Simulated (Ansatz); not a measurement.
# Titanium, omega (AlB2-type) under m-r²SCAN: from relaxation to bulk modulus, part 2 of 2

The plan for titanium in the omega (AlB2-type) structure: relax it, solve it on a dense k-mesh, then scale the cell to 7 volumes from 88 to 112 % of the relaxed one and try a fit of the equation of state. The start is ferromagnetic. The k-meshes are 8×8×11 for the relaxation; 11×11×15 for the dense run; 11×11×15 for the volumes.

Ansatz 0.2.0; DFT, m-r2SCAN, plane waves (500 eV) with PAW, scalar-relativistic.

### Step 5. At 92 % of the relaxed volume

input.yaml

```yaml
crystal:
  lattice:
    - [4.4426741568, 0.0, 0.0]
    - [-2.2213370784, 3.8474686805, 0.0]
    - [0.0, 0.0, 2.7469417204]
  atoms:
    - { symbol: Ti, position: [1.0, 1.0, 0.0], spin: 1.0 }
    - { symbol: Ti, position: [0.3333333333, 0.6666666667, 0.5], spin: 1.0 }
    - { symbol: Ti, position: [0.6666666667, 0.3333333333, 0.5], spin: 1.0 }
hamiltonian:
  xc: mr2scan
  pseudopotentials:
    kind: paw
    azcp:
      Ti: "pseudopotentials/Ti.paw.azcp"
basis:
  ecutwfc: 500
  fft_grid_basis: typed
kpoints:
  mp_grid: { grid: [11, 11, 15], shift: [0, 0, 0] }
magnetization:
  spin_polarized: true
scf:
  occupations: { method: fermi_dirac, width: 0.05 }
output:
  stress: true
```

What it wrote (excerpt; [...] marks lines left out):

```text
Warning: RAYON_NUM_THREADS=2 ignored (pool sized by the plan → 2); use --threads N
[...]
Pseudopotentials: kind: paw
Pseudopotential: Ti, paw, valence charge 12, recommended cutoff 500 eV (meta_gga), <dir>
Functional definition: m-r2SCAN
[...]
Crystal: 3 atoms, lattice volume = 46.954 Å³
Basis set: ecut = 500 eV, 1181 PW (Γ), exchange–correlation on 144×144×96 points (64 copies of the dense FFT grid, shifted against one another)
Bands: 24, of which v1, the nominal top of the filled ones, is band 18 counted from 1 (17 counted from 0)
Symmetry: 24 space group operations
Space group: P6/mmm (ITA 191), of the structure as read, at distance tolerance 3.6e-5 Å
Magnetic group: BNS 191.233 (UNI 1463), of the structure as read, at distance tolerance 3.6e-5 Å
k-points: 128 of 1815
[...]
Starting moments: Σ|m| = 3 μB on 3 of 3 sites
[...]
WARN: the starting moments were not kept: the SCF closed with an absolute magnetisation of 5.4e-6 μB, where they sum to 3 μB in size (3 sites). That is at most 0.1 of that sum. Measured as dr2_m measures the in/out step, that magnetisation stands 3.7e-12 eV from none, at or under the [...]
this state was not tested for a lower state beside it, because the mixer in use, unlike msr1, does not test its closes by its own steps (another_mixer; see scf.mixing.algorithm and scf.lower_state_search)
SCF converged after 18 iterations
Magnetization: -0.0000 μB (18.0000 up, 18.0000 down)
Absolute magnetization: 0.0000 μB (∫|ρ↑−ρ↓|, with the PAW one-centre terms)
Spin contamination: 0.0000 ħ² per cell (⟨S²⟩ above its minimum at these occupations)
Per-site moments (μB) at R_I (Å): [(2.0455791433618976e-6, 1.133113459665), (-9.96458228521647e-7, 1.058053887140994), (-9.964582285779886e-7, 1.058053887140994)]
Free energy (F): -7513.031756 eV
[...]
E sigma→0 (E₀):  -7513.021848 eV
Entropy (-TS):   -0.019817 eV (-6.606 meV/atom)
Fermi energy:    15.016942 eV
[...]
--- Stress (GPa, compression-positive) ---
       11.071745       0.000000      -0.000000
        0.000000      11.071745      -0.000000
       -0.000000      -0.000000      12.142882
  P = ⅓ Tr σ = 11.4288 GPa (114.288 kbar)
```

Wall time 38 s (2 threads of an Arm CPU, shared host); peak memory 0.66 GiB.

### Step 6. At 96 % of the relaxed volume

Edit input.yaml of step 5 so:

```diff
@@ -2,5 +2,5 @@
   lattice:
-    - [4.4426741568, 0.0, 0.0]
-    - [-2.2213370784, 3.8474686805, 0.0]
-    - [0.0, 0.0, 2.7469417204]
+    - [4.5061495063, 0.0, 0.0]
+    - [-2.2530747532, 3.9024399457, 0.0]
+    - [0.0, 0.0, 2.7861890475]
   atoms:
```

What it wrote (excerpt; [...] marks lines left out):

```text
Warning: RAYON_NUM_THREADS=2 ignored (pool sized by the plan → 2); use --threads N
[...]
Pseudopotentials: kind: paw
Pseudopotential: Ti, paw, valence charge 12, recommended cutoff 500 eV (meta_gga), <dir>
Functional definition: m-r2SCAN
[...]
Crystal: 3 atoms, lattice volume = 48.995 Å³
Basis set: ecut = 500 eV, 1229 PW (Γ), exchange–correlation on 144×144×96 points (64 copies of the dense FFT grid, shifted against one another)
Bands: 24, of which v1, the nominal top of the filled ones, is band 18 counted from 1 (17 counted from 0)
Symmetry: 24 space group operations
Space group: P6/mmm (ITA 191), of the structure as read, at distance tolerance 3.7e-5 Å
Magnetic group: BNS 191.233 (UNI 1463), of the structure as read, at distance tolerance 3.7e-5 Å
k-points: 128 of 1815
[...]
Starting moments: Σ|m| = 3 μB on 3 of 3 sites
[...]
WARN: the starting moments were not kept: the SCF closed with an absolute magnetisation of 1.9e-5 μB, where they sum to 3 μB in size (3 sites). That is at most 0.1 of that sum. Measured as dr2_m measures the in/out step, that magnetisation stands 5.0e-11 eV from none, at or under the [...]
this state was not tested for a lower state beside it, because the mixer in use, unlike msr1, does not test its closes by its own steps (another_mixer; see scf.mixing.algorithm and scf.lower_state_search)
SCF converged after 18 iterations
Magnetization: -0.0000 μB (18.0000 up, 18.0000 down)
Absolute magnetization: 0.0000 μB (∫|ρ↑−ρ↓|, with the PAW one-centre terms)
Spin contamination: 0.0000 ħ² per cell (⟨S²⟩ above its minimum at these occupations)
Per-site moments (μB) at R_I (Å): [(-7.419972673123865e-6, 1.1493029820937501), (3.84301279917418e-6, 1.0731709850683946), (3.843012799173141e-6, 1.0731709850683946)]
Free energy (F): -7513.136548 eV
[...]
E sigma→0 (E₀):  -7513.126753 eV
Entropy (-TS):   -0.019590 eV (-6.530 meV/atom)
Fermi energy:    14.293623 eV
[...]
--- Stress (GPa, compression-positive) ---
        5.039209       0.000000       0.000000
        0.000000       5.039209       0.000000
        0.000000       0.000000       5.543449
  P = ⅓ Tr σ = 5.2073 GPa (52.073 kbar)
```

Run time: 38 s. Hardware: 2 threads of an Arm CPU, shared host; peak memory 0.67 GiB.

### Step 7. At 100 % of the relaxed volume

Edit input.yaml of step 6 so:

```diff
@@ -2,5 +2,5 @@
   lattice:
-    - [4.5061495063, 0.0, 0.0]
-    - [-2.2530747532, 3.9024399457, 0.0]
-    - [0.0, 0.0, 2.7861890475]
+    - [4.5678852533, 0.0, 0.0]
+    - [-2.2839426267, 3.9559046709, 0.0]
+    - [0.0, 0.0, 2.8243607642]
   atoms:
```

What it wrote (excerpt; [...] marks lines left out):

```text
Warning: RAYON_NUM_THREADS=2 ignored (pool sized by the plan → 2); use --threads N
[...]
Pseudopotentials: kind: paw
Pseudopotential: Ti, paw, valence charge 12, recommended cutoff 500 eV (meta_gga), <dir>
Functional definition: m-r2SCAN
[...]
Crystal: 3 atoms, lattice volume = 51.037 Å³
Basis set: ecut = 500 eV, 1301 PW (Γ), exchange–correlation on 144×144×96 points (64 copies of the dense FFT grid, shifted against one another)
Bands: 24, of which v1, the nominal top of the filled ones, is band 18 counted from 1 (17 counted from 0)
Symmetry: 24 space group operations
Space group: P6/mmm (ITA 191), of the structure as read, at distance tolerance 3.7e-5 Å
Magnetic group: BNS 191.233 (UNI 1463), of the structure as read, at distance tolerance 3.7e-5 Å
k-points: 128 of 1815
[...]
Starting moments: Σ|m| = 3 μB on 3 of 3 sites
[...]
WARN: the starting moments were not kept: the SCF closed with an absolute magnetisation of 8.3e-6 μB, where they sum to 3 μB in size (3 sites). That is at most 0.1 of that sum. Measured as dr2_m measures the in/out step, that magnetisation stands 6.7e-12 eV from none, at or under the [...]
this state was not tested for a lower state beside it, because the mixer in use, unlike msr1, does not test its closes by its own steps (another_mixer; see scf.mixing.algorithm and scf.lower_state_search)
SCF converged after 16 iterations
Magnetization: 0.0000 μB (18.0000 up, 18.0000 down)
Absolute magnetization: 0.0000 μB (∫|ρ↑−ρ↓|, with the PAW one-centre terms)
Spin contamination: 0.0000 ħ² per cell (⟨S²⟩ above its minimum at these occupations)
Per-site moments (μB) at R_I (Å): [(3.059184787011378e-6, 1.1650488152325), (-3.827467543852079e-7, 1.0878737845016409), (-3.827467543959797e-7, 1.0878737845016409)]
Free energy (F): -7513.168836 eV
[...]
E sigma→0 (E₀):  -7513.159152 eV
Entropy (-TS):   -0.019368 eV (-6.456 meV/atom)
Fermi energy:    13.623512 eV
[...]
--- Stress (GPa, compression-positive) ---
       -0.004307      -0.000000      -0.000000
        0.000000      -0.004307       0.000000
       -0.000000       0.000000       0.053878
  P = ⅓ Tr σ = 0.0151 GPa (0.151 kbar)
```

Run time: 35 s. Hardware: 2 threads of an Arm CPU, shared host; peak memory 0.68 GiB.

### Step 8. At 104 % of the relaxed volume

Edit input.yaml of step 7 so:

```diff
@@ -2,5 +2,5 @@
   lattice:
-    - [4.5678852533, 0.0, 0.0]
-    - [-2.2839426267, 3.9559046709, 0.0]
-    - [0.0, 0.0, 2.8243607642]
+    - [4.6279959, 0.0, 0.0]
+    - [-2.31399795, 4.007962018, 0.0]
+    - [0.0, 0.0, 2.861527668]
   atoms:
```

What it wrote (excerpt; [...] marks lines left out):

```text
Warning: RAYON_NUM_THREADS=2 ignored (pool sized by the plan → 2); use --threads N
[...]
Pseudopotentials: kind: paw
Pseudopotential: Ti, paw, valence charge 12, recommended cutoff 500 eV (meta_gga), <dir>
Functional definition: m-r2SCAN
[...]
Crystal: 3 atoms, lattice volume = 53.078 Å³
Basis set: ecut = 500 eV, 1349 PW (Γ), exchange–correlation on 144×144×96 points (64 copies of the dense FFT grid, shifted against one another)
Bands: 24, of which v1, the nominal top of the filled ones, is band 18 counted from 1 (17 counted from 0)
Symmetry: 24 space group operations
Space group: P6/mmm (ITA 191), of the structure as read, at distance tolerance 3.8e-5 Å
Magnetic group: BNS 191.233 (UNI 1463), of the structure as read, at distance tolerance 3.8e-5 Å
k-points: 128 of 1815
[...]
Starting moments: Σ|m| = 3 μB on 3 of 3 sites
[...]
WARN: the starting moments were not kept: the SCF closed with an absolute magnetisation of 5.2e-6 μB, where they sum to 3 μB in size (3 sites). That is at most 0.1 of that sum. Measured as dr2_m measures the in/out step, that magnetisation stands 3.2e-12 eV from none, at or under the [...]
this state was not tested for a lower state beside it, because the mixer in use, unlike msr1, does not test its closes by its own steps (another_mixer; see scf.mixing.algorithm and scf.lower_state_search)
SCF converged after 18 iterations
Magnetization: 0.0000 μB (18.0000 up, 18.0000 down)
Absolute magnetization: 0.0000 μB (∫|ρ↑−ρ↓|, with the PAW one-centre terms)
Spin contamination: 0.0000 ħ² per cell (⟨S²⟩ above its minimum at these occupations)
Per-site moments (μB) at R_I (Å): [(-1.6915093609661682e-6, 1.18038016305), (1.1003383558652662e-6, 1.102189554951406), (1.100338355872883e-6, 1.102189554951406)]
Free energy (F): -7513.140578 eV
[...]
E sigma→0 (E₀):  -7513.131003 eV
Entropy (-TS):   -0.019150 eV (-6.383 meV/atom)
Fermi energy:    13.001768 eV
[...]
--- Stress (GPa, compression-positive) ---
       -4.228515       0.000000       0.000000
        0.000000      -4.228515       0.000000
        0.000000       0.000000      -4.502426
  P = ⅓ Tr σ = -4.3198 GPa (-43.198 kbar)
```

It took 39 s on 2 threads of an Arm CPU, shared host; peak memory 0.69 GiB.

### Step 9. At 108 % of the relaxed volume

Edit input.yaml of step 8 so:

```diff
@@ -2,5 +2,5 @@
   lattice:
-    - [4.6279959, 0.0, 0.0]
-    - [-2.31399795, 4.007962018, 0.0]
-    - [0.0, 0.0, 2.861527668]
+    - [4.6865843462, 0.0, 0.0]
+    - [-2.3432921731, 4.0587011008, 0.0]
+    - [0.0, 0.0, 2.8977533829]
   atoms:
```

What it wrote (excerpt; [...] marks lines left out):

```text
Warning: RAYON_NUM_THREADS=2 ignored (pool sized by the plan → 2); use --threads N
[...]
Pseudopotentials: kind: paw
Pseudopotential: Ti, paw, valence charge 12, recommended cutoff 500 eV (meta_gga), <dir>
Functional definition: m-r2SCAN
[...]
Crystal: 3 atoms, lattice volume = 55.119 Å³
Basis set: ecut = 500 eV, 1409 PW (Γ), exchange–correlation on 144×144×96 points (64 copies of the dense FFT grid, shifted against one another)
Bands: 24, of which v1, the nominal top of the filled ones, is band 18 counted from 1 (17 counted from 0)
Symmetry: 24 space group operations
Space group: P6/mmm (ITA 191), of the structure as read, at distance tolerance 3.8e-5 Å
Magnetic group: BNS 191.233 (UNI 1463), of the structure as read, at distance tolerance 3.8e-5 Å
k-points: 128 of 1815
[...]
Starting moments: Σ|m| = 3 μB on 3 of 3 sites
[...]
WARN: the starting moments were not kept: the SCF closed with an absolute magnetisation of 1.4e-5 μB, where they sum to 3 μB in size (3 sites). That is at most 0.1 of that sum. Measured as dr2_m measures the in/out step, that magnetisation stands 2.7e-11 eV from none, at or under the [...]
this state was not tested for a lower state beside it, because the mixer in use, unlike msr1, does not test its closes by its own steps (another_mixer; see scf.mixing.algorithm and scf.lower_state_search)
SCF converged after 20 iterations
Magnetization: -0.0000 μB (18.0000 up, 18.0000 down)
Absolute magnetization: 0.0000 μB (∫|ρ↑−ρ↓|, with the PAW one-centre terms)
Spin contamination: 0.0000 ħ² per cell (⟨S²⟩ above its minimum at these occupations)
Per-site moments (μB) at R_I (Å): [(5.184082043033992e-6, 1.19532327044625), (-3.1609954497682574e-6, 1.1161428027183065), (-3.1609954496902846e-6, 1.1161428027183065)]
Free energy (F): -7513.061786 eV
[...]
E sigma→0 (E₀):  -7513.052253 eV
Entropy (-TS):   -0.019065 eV (-6.355 meV/atom)
Fermi energy:    12.423910 eV
[...]
--- Stress (GPa, compression-positive) ---
       -7.767560      -0.000000       0.000000
       -0.000000      -7.767560       0.000000
        0.000000       0.000000      -8.273465
  P = ⅓ Tr σ = -7.9362 GPa (-79.362 kbar)
```

It took 42 s on 2 threads of an Arm CPU, shared host; peak memory 0.7 GiB.

### Step 10. At 112 % of the relaxed volume

Edit input.yaml of step 9 so:

```diff
@@ -2,5 +2,5 @@
   lattice:
-    - [4.6865843462, 0.0, 0.0]
-    - [-2.3432921731, 4.0587011008, 0.0]
-    - [0.0, 0.0, 2.8977533829]
+    - [4.7437434471, 0.0, 0.0]
+    - [-2.3718717236, 4.1082023343, 0.0]
+    - [0.0, 0.0, 2.9330953219]
   atoms:
```

What it wrote (excerpt; [...] marks lines left out):

```text
Warning: RAYON_NUM_THREADS=2 ignored (pool sized by the plan → 2); use --threads N
[...]
Pseudopotentials: kind: paw
Pseudopotential: Ti, paw, valence charge 12, recommended cutoff 500 eV (meta_gga), <dir>
Functional definition: m-r2SCAN
[...]
Crystal: 3 atoms, lattice volume = 57.161 Å³
Basis set: ecut = 500 eV, 1445 PW (Γ), exchange–correlation on 144×144×96 points (64 copies of the dense FFT grid, shifted against one another)
Bands: 24, of which v1, the nominal top of the filled ones, is band 18 counted from 1 (17 counted from 0)
Symmetry: 24 space group operations
Space group: P6/mmm (ITA 191), of the structure as read, at distance tolerance 3.9e-5 Å
Magnetic group: BNS 191.233 (UNI 1463), of the structure as read, at distance tolerance 3.9e-5 Å
k-points: 128 of 1815
[...]
Starting moments: Σ|m| = 3 μB on 3 of 3 sites
[...]
WARN: the starting moments were not kept: the SCF closed with an absolute magnetisation of 9.4e-6 μB, where they sum to 3 μB in size (3 sites). That is at most 0.1 of that sum. Measured as dr2_m measures the in/out step, that magnetisation stands 8.9e-12 eV from none, at or under the [...]
this state was not tested for a lower state beside it, because the mixer in use, unlike msr1, does not test its closes by its own steps (another_mixer; see scf.mixing.algorithm and scf.lower_state_search)
SCF converged after 18 iterations
Magnetization: 0.0000 μB (18.0000 up, 18.0000 down)
Absolute magnetization: 0.0000 μB (∫|ρ↑−ρ↓|, with the PAW one-centre terms)
Spin contamination: 0.0000 ħ² per cell (⟨S²⟩ above its minimum at these occupations)
Per-site moments (μB) at R_I (Å): [(-2.1314497233588185e-6, 1.2099018202837502), (1.8311193982829353e-6, 1.1297556419221275), (1.8311193982503997e-6, 1.1297556419221275)]
Free energy (F): -7512.940914 eV
[...]
E sigma→0 (E₀):  -7512.931313 eV
Entropy (-TS):   -0.019202 eV (-6.401 meV/atom)
Fermi energy:    11.885543 eV
[...]
--- Stress (GPa, compression-positive) ---
      -10.726956       0.000000      -0.000000
        0.000000     -10.726956      -0.000000
       -0.000000      -0.000000     -11.384692
  P = ⅓ Tr σ = -10.9462 GPa (-109.462 kbar)
```

Wall time 41 s (2 threads of an Arm CPU, shared host); peak memory 0.71 GiB.

### Step 11. Energy and pressure against volume

All volumes keep the relaxed shape and fractional coordinates.

| V (Å³/atom) | E − E₀ (meV/atom) | P from the stress (GPa) | P from the fit (GPa) |
| --- | --- | --- | --- |
| 14.971 | 109.7 | 18.88 | 18.92 |
| 15.651 | 45.8 | 11.43 | 11.44 |
| 16.332 | 10.8 | 5.21 | 5.21 |
| 17.012 | 0.0 | 0.02 | 0.02 |
| 17.693 | 9.4 | -4.32 | -4.31 |
| 18.373 | 35.6 | -7.94 | -7.94 |
| 19.054 | 75.9 | -10.95 | -10.97 |

A third-order Birch-Murnaghan fit gives V₀ = 17.016 Å³/atom, B₀ = 118 GPa and B₀′ = 3.5; it misses no point by more than 0.01 meV/atom.

### Step 12. Results

What follows sums up all 2 parts.

| quantity | value |
| --- | --- |
| space group (spins left aside) | P6/mmm (No. 191) |
| conventional cell | a = 4.568 Å, c = 2.824 Å (c/a = 0.618) |
| volume | 17.012 Å³/atom |
| shortest distance | 2.637 Å |
| gap on the mesh | none (levels filled in part) |
| magnetic state | non-magnetic |
| relative to hcp | -16 meV/atom |
| V₀, B₀, B₀′ | 17.016 Å³/atom, 118 GPa, 3.5 |

What this shows: From the guessed start the volume shrank by 3.7 % in 5 steps. It lies 16 meV/atom below the element's reference form at the same level (hcp, from a run of its own), so this level prefers it, against what is seen in nature. The moments die out: the run ends non-magnetic. Levels at the Fermi energy are filled in part, as in a metal. B₀ comes out at 118 GPa; letting shape and positions relax at each volume could only lower it. The symmetry was held, so the structure may be unstable against distortions that break it.
